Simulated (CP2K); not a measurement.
# ZnO (zincite) in CP2K: the effect of functional

The system is ZnO (zincite).

```
CELL_PARAMETERS angstrom
3.24931 0.00000 0.00000
-1.62465 2.81398 0.00000
0.00000 0.00000 5.20571
ATOMIC_POSITIONS crystal
Zn 0.66667 0.33333 0.00000
Zn 0.33333 0.66667 0.50000
O 0.33333 0.66667 0.87901
O 0.66667 0.33333 0.37901
```

Alike in all runs:

```yaml
Program: CP2K 2026.2
Task: atomic charges
Potentials_or_basis: POTENTIAL_UZH Zn GTH-PBE-q12, O GTH-PBE-q6; TZVP-MOLOPT-PBE-GTH basis
Density_cutoff: 11565 eV
k_mesh: 9 × 9 × 5
Occupations: fermi-dirac, width 0.05 eV
Spin: no spin polarisation
```

| functional | gap on the mesh (eV) | pressure (GPa) |
| --- | --- | --- |
| LDA | 0.52 | -3.5 |
| PBEsol | 0.61 | 0.4 |
| rev-vdW-DF2 | 0.73 | 4.2 |
| OLYP | 1.25 | 7.6 |
| BLYP | ? | ? |
| TPSS | 0.74 | 2.7 |

What does the run with functional BLYP give?

gap on the mesh 0.96 eV; pressure 11.5 GPa.

Caveats: the potentials were made for another functional, which shifts forces and pressure; the basis of atomic orbitals isn't converged, which shifts pressures, moduli and gaps.

Runs at the PBE level aren't shown here.
